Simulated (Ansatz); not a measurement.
Te2Pt (Moncheite):

```
Pt Te
1.0
     4.01000    0.00000    0.00000
    -2.00500    3.47276    0.00000
     0.00000    0.00000    5.20100
Pt Te
1 2
Direct
  0.00000 0.00000 0.00000
  0.66667 0.33333 0.75000
  0.33333 0.66667 0.25000
```

```yaml
Program: Ansatz 0.2.0
Task: relaxation of cell and atoms
Functional: LDA
Potentials_or_basis: Ansatz PAW
Cutoff: "420 eV (not typed: the program's choice for these potentials)"
k_mesh: 8 × 8 × 5
Occupations: fermi-dirac, width 0.05 eV
Spin: no spin polarisation
```

At the start: volume 24.14 Å³/atom.

Problem. How do energy, volume and symmetry change on relaxing?

Solution. It ends after 6 steps and the volume is 23.78 Å³/atom (-1.5 %); space group P-3m1 (No. 164, to 0.05 Å).

Step by step:
```
step  energy change (eV)  largest force (eV/Å)  volume (Å³)
   1              0.0000                0.5914        72.43
   2             -0.0338                0.0240        71.81
   3             -0.0349                0.0063        71.15
   4             -0.0351                0.0004        71.33
   5             -0.0351                0.0002        71.35
   6             -0.0348                0.0002        71.35
```

Final structure:
```
CELL_PARAMETERS angstrom
4.01813 0.00000 0.00000
-2.00907 3.47981 0.00000
0.00000 0.00000 5.10322
ATOMIC_POSITIONS crystal
Pt 0.00000 0.00000 0.00000
Te 0.66667 0.33333 0.73695
Te 0.33333 0.66667 0.26305
```

Caveat: the plane-wave basis is chosen anew once the cell has moved, so the energies of steps on either side of that aren't comparable; the PAW data sets come from PBE, with cores solved anew for the run's functional, which leaves a small shift of forces and pressure.
